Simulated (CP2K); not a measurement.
The system is Au.

```xyz
1
Lattice="2.8705 0.0000 0.0000 -0.9568 2.7063 0.0000 -0.9568 -1.3532 2.3437" Properties=species:S:1:pos:R:3 pbc="T T T"
Au    0.0000    0.0000    0.0000
```

This isn't the form of Au at room conditions, which is fcc.

Base run:

* Program: CP2K 2026.2
* Functional: WC
* Potentials or basis: POTENTIAL_UZH Au GTH-PBE-q11; TZVP-MOLOPT-PBE-GTH basis
* Density cutoff: 9524 eV
* k mesh: 11 × 11 × 11
* Occupations: fermi-dirac, width 0.05 eV
* Spin: no spin polarisation

Its results: band gap on the k mesh none (metal or under the smearing width); pressure -2.4 GPa.

Question: The run is repeated on the same cell with these changes: functional from WC to vdW-DF2. What comes out?

Answer: Band gap on the k mesh none (metal or under the smearing width); pressure 21.3 GPa.

Caveats: the potentials were made for another functional, which shifts forces and pressure; the basis of atomic orbitals isn't converged, which shifts pressures, moduli and gaps.
